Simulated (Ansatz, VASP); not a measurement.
**Pt: VASP beside Ansatz**

```xyz
2
Lattice="2.7960 0.0000 0.0000 -1.3980 2.4214 0.0000 0.0000 0.0000 5.1410" Properties=species:S:1:pos:R:3 pbc="T T T"
Pt    1.3980    0.8071    3.8558
Pt    0.0000    1.6143    1.2853
```

Alike in both runs: task single point; functional PBEsol; k mesh 15 × 15 × 8; occupations gaussian, width 0.1 eV; no spin polarisation.

|  | VASP | Ansatz |
| --- | --- | --- |
| version | VASP 6.6.1 | Ansatz 0.2.0 |
| potentials or method | VASP PAW PBE potentials, release 64 (Pt) | scalar-relativistic, plane waves, PAW |
| plane-wave cutoff (eV) | 520 | 420 |
| valence electrons in the cell | 20 | 36 |

|  | VASP | Ansatz | Ansatz less VASP |
| --- | --- | --- | --- |
| gap on the k mesh at the Fermi level (eV) | none | none | - |
| pressure (GPa) | -25.6 | -25.3 | +0.29 |
| largest component of the traceless stress (GPa) | 1.85 | 1.75 | -0.095 |

A gap of «none» marks a metal or a gap that the smearing closes. The functional is the same, so the differences come from potentials, cutoffs and numerics. The two sets of potentials don't hold the same shells in valence.

Caveats: so large a pressure means that the cell lies far from this level's equilibrium, or that cutoff or potentials fall short (VASP); the potentials were made for another functional, which shifts forces and pressure (VASP). Spin-orbit coupling is left out, which matters for the levels of Pt.
